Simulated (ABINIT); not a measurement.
The system is Zr.

```
Zr
1.0
     3.23200    0.00000    0.00000
    -1.61600    2.79899    0.00000
     0.00000    0.00000    5.14700
Zr
2
Direct
  0.66667 0.33333 0.75000
  0.33333 0.66667 0.25000
```

| Item | Value |
| --- | --- |
| Program | ABINIT 10.8.3 (patched build) |
| Task | single point |
| Functional | PBE |
| Potentials or basis | JTH PAW PBE v2.0 |
| Cutoff | 463 eV |
| k mesh | 9 × 9 × 5 |
| Occupations | fermi-dirac, width 0.05 eV |
| Spin | no spin polarisation |

On this cell: pressure 0.4 GPa; largest force under 0.003 eV/Å; band gap on the k mesh none (metal or under the smearing width).

The same run follows on a disturbed copy (atoms moved at random, drawn with an rms of 0.05 Å):

```xyz
2
Lattice="3.2320 0.0000 0.0000 -1.6160 2.7990 0.0000 0.0000 0.0000 5.1470" Properties=species:S:1:pos:R:3 pbc="T T T"
Zr    1.5928    0.9479    3.8560
Zr    0.0189    1.9105    1.2588
```

Problem. What changes?

Solution. The energy (extrapolated to zero smearing) moves by +1.1 meV/atom; pressure 0.4 GPa; largest force 0.106 eV/Å; band gap on the k mesh none (metal or under the smearing width).

Forces in eV/Å, atoms in the order of the input:
```
Zr   0.038  0.027 -0.095
Zr  -0.038 -0.027  0.095
```

Stress tensor (GPa, compression positive):
```
-0.09 -0.29 -0.01
-0.29  0.33 -0.01
-0.01 -0.01  1.01
```
